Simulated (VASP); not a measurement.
# BN (P6_3/mmc) in VASP: band structure with HSE06

Aim: the band structure of BN with HSE06.

Program: VASP 6.6.1. These are calculated values, not measurements. Logs are shortened: lines on timing, memory, paths and dates and some standing lists are left out, and cuts for length are marked.

**1. The crystal as given**

The structure is hexagonal, space group P6_3/mmc (No. 194). Conventional cell: a = 2.507 Å, b = 2.507 Å, c = 6.586 Å, α = 90.00°, β = 90.00°, γ = 120.00°. B (site symmetry -6m2) has 3 N at 1.45 Å as nearest neighbours. N (site symmetry -6m2) has 3 B at 1.45 Å as nearest neighbours.

**2. Band structure, HSE06**

Input file POSCAR:

```
BN                                      
1.0
    2.5068135169      0.0000000000      0.0000000000
   -1.2534067585      2.1709641834      0.0000000000
    0.0000000000      0.0000000000      6.5855237913
  B               N             
     2     2
Direct
     0.3333333300000021    0.6666666699999979    0.2500000000000000
     0.6666666699999979    0.3333333300000021    0.7500000000000000
     0.3333333300000021    0.6666666699999979    0.7500000000000000
     0.6666666699999979    0.3333333300000021    0.2500000000000000
```

Input file INCAR.step1:

```
SYSTEM = BN
PREC     = Accurate       ! precision mode
ENCUT    = 520            ! plane-wave cutoff, eV
EDIFF    = 1E-5           ! SCF threshold, eV
ISMEAR   = 0              ! smearing method
SIGMA    = 0.02           ! smearing width, eV
LREAL    = .False.        ! projectors in reciprocal space
LASPH    = .True.         ! aspherical terms in the spheres
NELM     = 100            ! most SCF steps
ALGO     = Normal         ! electronic algorithm
ISIF     = 2              ! what is computed and relaxed
LWAVE    = .True.         ! write WAVECAR
LCHARG   = .False.        ! write CHGCAR
KPAR     = 4            
GGA      = PE             ! functional
```

Input file INCAR.step2:

```
SYSTEM = BN
PREC     = Accurate       ! precision mode
ENCUT    = 520            ! plane-wave cutoff, eV
EDIFF    = 1E-7           ! SCF threshold, eV
ISMEAR   = 0              ! smearing method
SIGMA    = 0.02           ! smearing width, eV
LREAL    = .False.        ! projectors in reciprocal space
LASPH    = .True.         ! aspherical terms in the spheres
NELM     = 100            ! most SCF steps
ALGO     = Normal         ! electronic algorithm
ISIF     = 2              ! what is computed and relaxed
LWAVE    = .False.        ! write WAVECAR
LCHARG   = .False.        ! write CHGCAR
GGA      = PE             ! functional
LHFCALC  = .True.         ! exact exchange
HFSCREEN = 0.2            ! screening, 1/A
PRECFOCK = Fast         
KPAR     = 4            
ISTART   = 1
```

Input file KPOINTS:

```
Automatic mesh
0
Gamma
  9 9 4
  0 0 0
```

Input file KPOINTS_OPT:

```
path GMKGALHA,LM,KH
8
line-mode
reciprocal
 0.0000000000  0.0000000000  0.0000000000  G
 0.5000000000  0.0000000000  0.0000000000  M

 0.5000000000  0.0000000000  0.0000000000  M
 0.3333333333  0.3333333333  0.0000000000  K

 0.3333333333  0.3333333333  0.0000000000  K
 0.0000000000  0.0000000000  0.0000000000  G

 0.0000000000  0.0000000000  0.0000000000  G
 0.0000000000  0.0000000000  0.5000000000  A

 0.0000000000  0.0000000000  0.5000000000  A
 0.5000000000  0.0000000000  0.5000000000  L

 0.5000000000  0.0000000000  0.5000000000  L
 0.3333333333  0.3333333333  0.5000000000  H

 0.3333333333  0.3333333333  0.5000000000  H
 0.0000000000  0.0000000000  0.5000000000  A

 0.5000000000  0.0000000000  0.5000000000  L
 0.5000000000  0.0000000000  0.0000000000  M

 0.3333333333  0.3333333333  0.0000000000  K
 0.3333333333  0.3333333333  0.5000000000  H
```

Potentials or basis: VASP PAW PBE potentials, release 64 (B, N).

The run is started by

```bash
$ cat potpaw_PBE.64/B/POTCAR potpaw_PBE.64/N/POTCAR > POTCAR
$ cp INCAR.step1 INCAR
$ mpirun -np 4 vasp_std > vasp.out
$ cp INCAR.step2 INCAR
$ mpirun -np 4 vasp_std > vasp.out
```

OUTCAR:

```text
SYSTEM = BN
   PREC = Accurate
   ENCUT = 520
   EDIFF = 1E-7
   ISMEAR = 0
   LREAL = .False.
   LASPH = .True.
   NELM = 100
   ISIF = 2
   GGA = PE
   LHFCALC = .True.
   HFSCREEN = 0.2
   PRECFOCK = Fast
   ISTART = 1

 ion  position               nearest neighbor table
   1  0.333  0.667  0.250-   4 1.45   4 1.45   4 1.45
   2  0.667  0.333  0.750-   3 1.45   3 1.45   3 1.45
   3  0.333  0.667  0.750-   2 1.45   2 1.45   2 1.45
   4  0.667  0.333  0.250-   1 1.45   1 1.45   1 1.45

  LATTYP: Found a hexagonal cell.
 ALAT       =     2.5068135169
 C/A-ratio  =     2.6270497374

  Lattice vectors:

 A1 = (   2.5068135169,   0.0000000000,   0.0000000000)
 A2 = (  -1.2534067585,   2.1709641834,   0.0000000000)
 A3 = (   0.0000000000,   0.0000000000,   6.5855237913)

Analysis of symmetry for initial positions (statically):
=====================================================================
 Subroutine PRICEL returns:
 Original cell was already a primitive cell.

 Routine SETGRP: Setting up the symmetry group for a
 hexagonal supercell.

 Subroutine GETGRP returns: Found 24 space group operations
 (whereof 12 operations were pure point group operations)
 out of a pool of 24 trial point group operations.

The static configuration has the point symmetry D_3d.
 The point group associated with its full space group is D_6h.

Analysis of symmetry for dynamics (positions and initial velocities):
=====================================================================
 Subroutine PRICEL returns:
 Original cell was already a primitive cell.

 Routine SETGRP: Setting up the symmetry group for a
 hexagonal supercell.

 Subroutine GETGRP returns: Found 24 space group operations
 (whereof 12 operations were pure point group operations)
 out of a pool of 24 trial point group operations.

The dynamic configuration has the point symmetry D_3d.
 The point group associated with its full space group is D_6h.

 Subroutine INISYM returns: Found 24 space group operations
 (whereof 12 operations are pure point group operations),
 and found     1 'primitive' translations

----------------------------------------------------------------------------------------

                                     Primitive cell

  volume of cell :      35.8398

  direct lattice vectors                    reciprocal lattice vectors
     2.506813517  0.000000000  0.000000000     0.398912800  0.230312413  0.000000000
    -1.253406758  2.170964183  0.000000000     0.000000000  0.460624826  0.000000000
     0.000000000  0.000000000  6.585523791     0.000000000  0.000000000  0.151848210

  length of vectors
     2.506813517  2.506813513  6.585523791     0.460624826  0.460624826  0.151848210

  position of ions in fractional coordinates (direct lattice)
     0.333333330  0.666666670  0.250000000
     0.666666670  0.333333330  0.750000000
     0.333333330  0.666666670  0.750000000
     0.666666670  0.333333330  0.250000000

  ion indices of the primitive-cell ions
   primitive index   ion index
                 1           1
                 2           2
                 3           3
                 4           4

----------------------------------------------------------------------------------------

 KPOINTS: Automatic mesh

Automatic generation of k-mesh.
 Grid dimensions read from file:
 generate k-points for:    9    9    4

 Generating k-lattice:

  Cartesian coordinates                     Fractional coordinates (reciprocal lattice)
     0.044323644  0.025590268  0.000000000     0.111111111 -0.000000000  0.000000000
     0.000000000  0.051180536  0.000000000     0.000000000  0.111111111  0.000000000
     0.000000000  0.000000000  0.037962053     0.000000000  0.000000000  0.250000000

  Length of vectors
     0.051180536  0.051180536  0.037962053

  Shift w.r.t. Gamma in fractional coordinates (k-lattice)
     0.000000000  0.000000000  0.000000000

 Subroutine IBZKPT returns following result:
 ===========================================

 Found     36 irreducible k-points:

 Following reciprocal coordinates:
            Coordinates               Weight
  0.000000  0.000000  0.000000      1.000000
  0.111111  0.000000  0.000000      6.000000
  0.222222  0.000000  0.000000      6.000000
  0.333333  0.000000  0.000000      6.000000
  0.444444  0.000000  0.000000      6.000000
  0.111111  0.111111  0.000000      6.000000
[... 16 lines left out ...]
  0.333333  0.222222  0.250000     24.000000
  0.333333  0.333333  0.250000      4.000000
 [... further k-points ...]
   k-points           NKPTS =     36   k-points in BZ     NKDIM =    324   number of bands    NBANDS=     12
   number of dos      NEDOS =    301   number of ions     NIONS =      4
   total plane-waves  NPLWV =  20000
   dimension x,y,z NGX =    20 NGY =   20 NGZ =   50
   dimension x,y,z NGXF=    40 NGYF=   40 NGZF=  100
   ions per type =               2   2
   NGX,Y,Z   is equivalent  to a cutoff of  13.26, 13.26, 12.62 a.u.
   NGXF,Y,Z  is equivalent  to a cutoff of  26.53, 26.53, 25.24 a.u.
 SYSTEM =  BN
   PREC   = accura    normal or accurate (medium, high low for compatibility)
   ISTART =      1    job   : 0-new  1-cont  2-samecut
   ICHARG =      0    charge: 1-file 2-atom 10-const
   ISPIN  =      1    spin polarized calculation?
   LNONCOLLINEAR =      F non collinear calculations
   LSORBIT =      F    spin-orbit coupling
   LASPH  =      T    aspherical Exc in radial PAW
   ENCUT  =  520.0 eV  38.22 Ry    6.18 a.u.   4.66  4.66 12.24*2*pi/ulx,y,z
   NELM   =    100;   NELMIN=  2; NELMDL=  0     # of ELM steps
   EDIFF  = 0.1E-06   stopping-criterion for ELM
   LREAL  =      F    real-space projection
   EDIFFG = 0.1E-05   stopping-criterion for IOM
   NSW    =      0    number of steps for IOM
   IBRION =     -1    ionic relax: 0-MD 1-quasi-New 2-CG
   NFREE  =      0    steps in history (QN), initial steepest desc. (CG)
   ISIF   =      2    stress and relaxation
   ISYM   =      3    0-nonsym 1-usesym 2-fastsym
   POTIM  = 0.5000    time-step for ionic-motion
   TEBEG  =    0.0;   TEEND  =   0.0 temperature during run
   PSTRESS=    0.0 pullay stress
   NELECT =      16.0000    total number of electrons
   NUPDOWN=      -1.0000    fix difference up-down
   EMIN   =  10.00;   EMAX   =-10.00  energy-range for DOS
   EFERMI =   0.00;   METHOD = LEGACY
   ISMEAR =     0;   SIGMA  =   0.02  broadening in eV -4-tet -1-fermi 0-gaus
   EFERMI_NEDOS =   21; number of points for ismear=-14 and -15
   IALGO  =     38    algorithm
   IMIX   =      1    mixing-type and parameters
     AMIX     =   0.40;   BMIX     =  1.00
     AMIX_MAG =   1.60;   BMIX_MAG =  1.00
  volume/ion in A,a.u.               =       8.96        60.46
  Fermi-wavevector in a.u.,A,eV,Ry     =   1.251199  2.364424 21.299916  1.565500
  Thomas-Fermi vector in A             =   2.385158
   LORBIT       =      0    0 simple, 1 ext, 2 COOP (PROOUT), +10 PAW based schemes
   GGA     = PE    functional components
   LHFCALC =     T    Hartree Fock is set to
   PRECFOCK=fast      Normal, Fast or Accurate (Low or Medium for compatibility)
   ENCUT4O =  -1.0   cutoff for four orbital integrals eV
   NKREDX  =     1    reduce k-point grid by
   NKREDY  =     1    reduce k-point grid by
   NKREDZ  =     1    reduce k-point grid by
   AEXX    =    0.2500 exact exchange contribution
   HFSCREEN=    0.2000 screening length (either q_TF or 0.3 A-1)
   HFSCREENC=   0.2000 screening length for correlation (either q_TF or 0.3 A-1)
   ENCUTFOCK=  -1.0 apply spherical cutoff to Coloumb kernel
   IVDW    =     0    specifies the selected vdW correction
   LEPSILON=     F    determine dielectric tensor
   LRPA    =     F    only Hartree local field effects (RPA)
 non-spin polarized calculation
 Gauss-broadening in eV      SIGMA  =   0.02
  energy-cutoff  :      520.00
  volume of cell :       35.84
 maximum number of plane-waves:       985
 NGX is ok and might be reduce to    20
  NGX = 12; NGY = 12; NGZ = 32

 number of electron      15.9999997 magnetization

 Free energy of the ion-electron system (eV)
  ---------------------------------------------------
  ext. energy  EPLUGINS =         0.00000000
  ---------------------------------------------------
  free energy    TOTEN  =       -40.84229070 eV

  energy without entropy =      -40.84229070  energy(sigma->0) =      -40.84229070

 E-fermi :   1.5932     XC(G=0):  -8.3456

 val. band max:        1.4964722140   @ k =   0.3333   0.3333   0.5000
 cond. band min:       7.2305839449   @ k =   0.4444   0.1111   0.0000
 fundamental gap:      5.7341117310
 Fermi energy:         1.5932127130

 k-point     1 :       0.0000    0.0000    0.0000
  band No.  band energies     occupation
      1     -18.0914      2.00000
      2     -17.7604      2.00000
      3      -5.3110      2.00000
      4      -2.9183      2.00000
      5      -0.0760      2.00000
      6      -0.0760      2.00000
      7      -0.0309      2.00000
      8      -0.0309      2.00000
      9       8.0153      0.00000
     10      13.6744      0.00000
     11      14.7879      0.00000
     12      14.7880      0.00000

 k-point     2 :       0.1111    0.0000    0.0000
  band No.  band energies     occupation
      1     -17.8302      2.00000
      2     -17.5082      2.00000
      3      -4.9456      2.00000
      4      -2.5910      2.00000
      5      -1.1139      2.00000
      6      -1.0700      2.00000
      7      -0.5510      2.00000
      8      -0.4980      2.00000
      9       8.4540      0.00000
     10      13.4896      0.00000
     11      14.4596      0.00000
     12      14.7858      0.00000
[... 301 lines left out ...]
 k-point    23 :       0.3333    0.2222    0.2500
  band No.  band energies     occupation
      1     -14.3611      2.00000
      2     -14.2903      2.00000
      3      -7.4774      2.00000
      4      -7.4146      2.00000
      5      -5.2717      2.00000
      6      -5.2130      2.00000
      7       0.5428      2.00000
      8       1.2663      2.00000
      9       7.7785      0.00000
     10       8.3132      0.00000
     11      14.8778      0.00000
     12      15.0073      0.00000

 k-point    24 :       0.3333    0.3333    0.2500
  band No.  band energies     occupation
      1     -13.9721      2.00000
      2     -13.9721      2.00000
      3      -7.1820      2.00000
      4      -7.0534      2.00000
      5      -6.4498      2.00000
      6      -6.4498      2.00000
      7       1.4541      2.00000
      8       1.4541      2.00000
      9       7.6840      0.00000
     10       7.6840      0.00000
     11      13.8430      0.00000
     12      16.1795      0.00000

 [... further k-points ...]

------------------------ aborting loop because EDIFF is reached ----------------------------------------

  FORCE on cell =-STRESS in cart. coord.  units (eV):
  Direction    XX          YY          ZZ          XY          YZ          ZX
  --------------------------------------------------------------------------------------
  -------------------------------------------------------------------------------------
  Total       -1.0216769     -1.0216769      0.5559316      0.0000000     -0.0000000      0.0000000
  in kB      -45.6729582    -45.6729580     24.8523189      0.0000000     -0.0000000      0.0000000
  external PRESSURE =     -22.1645324 kB  Pullay stress =       0.0000000 kB

 VOLUME and BASIS-vectors are now :
 -----------------------------------------------------------------------------
  energy-cutoff  :      520.00
  volume of cell :       35.84
      direct lattice vectors                 reciprocal lattice vectors
     2.506813517  0.000000000  0.000000000     0.398912800  0.230312413  0.000000000
    -1.253406758  2.170964183  0.000000000     0.000000000  0.460624826  0.000000000
     0.000000000  0.000000000  6.585523791     0.000000000  0.000000000  0.151848210

 POSITION                                       TOTAL-FORCE (eV/Angst)
 -----------------------------------------------------------------------------------
     -0.00000      1.44731      1.64638        -0.000000     -0.000000      0.000000
      1.25341      0.72365      4.93914         0.000000     -0.000000     -0.000000
     -0.00000      1.44731      4.93914        -0.000000      0.000000      0.000000
      1.25341      0.72365      1.64638         0.000000     -0.000000     -0.000000
 -----------------------------------------------------------------------------------
    total drift:                                0.000001      0.000000      0.000000

  FREE ENERGIE OF THE ION-ELECTRON SYSTEM (eV)
  ---------------------------------------------------
  free  energy   TOTEN  =       -40.8422907011 eV

  energy  without entropy=      -40.8422907011  energy(sigma->0) =      -40.84229070
```

Wall time 8.8 min (4 MPI ranks of Intel Xeon 6975P-C (Granite Rapids), shared host); peak memory 0.31 GiB.

Results:

```yaml
Free_energy: -40.8423 eV
Pressure: -2.2 GPa
Band_gap_on_the_k_mesh: 5.73 eV, indirect (least direct gap 6.05 eV)
Band_gap_along_the_path: 5.56 eV, indirect (least direct gap 6.04 eV)
```

Stress tensor (GPa, compression positive):
```
-4.57  0.00  0.00
 0.00 -4.57  0.00
 0.00  0.00  2.49
```

Levels at the corners of the path, in eV from the valence-band top:
```csv
point,band 4,band 5,band 6,band 7,band 8,band 9,band 10,band 11,band 12
Γ,-4.45,-1.61,-1.61,-1.56,-1.56,6.49,12.14,13.28,13.33
M,-9.76,-4.64,-4.57,-1.60,-0.49,5.56,7.12,11.03,11.46
M,-9.76,-4.64,-4.57,-1.60,-0.49,5.56,7.12,11.03,11.46
K,-8.56,-7.98,-7.98,-0.12,-0.12,6.28,6.28,11.97,14.88
K,-8.56,-7.98,-7.98,-0.12,-0.12,6.28,6.28,11.97,14.88
Γ,-4.45,-1.61,-1.61,-1.56,-1.56,6.49,12.14,13.29,13.38
Γ,-4.45,-1.61,-1.61,-1.56,-1.56,6.49,12.14,13.26,13.41
A,-5.78,-1.58,-1.58,-1.58,-1.58,9.09,9.09,13.33,13.33
A,-5.78,-1.58,-1.58,-1.58,-1.58,9.09,9.09,13.33,13.33
L,-9.81,-4.61,-4.61,-1.02,-1.02,6.06,6.06,11.46,11.46
L,-9.81,-4.61,-4.61,-1.02,-1.02,6.06,6.06,11.46,11.46
H,-8.65,-7.98,-7.98,-0.03,-0.03,6.03,6.03,13.29,13.29
H,-8.65,-7.98,-7.98,-0.03,-0.03,6.03,6.03,13.29,13.29
A,-5.78,-1.58,-1.58,-1.58,-1.58,9.09,9.09,13.33,13.33
L,-9.81,-4.61,-4.61,-1.02,-1.02,6.06,6.06,11.46,11.46
M,-9.76,-4.64,-4.57,-1.60,-0.49,5.56,7.12,11.03,11.46
K,-8.56,-7.98,-7.98,-0.12,-0.12,6.28,6.28,11.97,14.88
H,-8.65,-7.98,-7.98,-0.03,-0.03,6.03,6.03,13.29,13.29
```

Caveat: the PAW data sets were made with another functional, which shifts forces and pressure a little; the mesh misses the band edges, which the band path finds closer together; this functional lacks dispersion, which binds the layers, so the pressure and a relaxed spacing across them are unreliable.
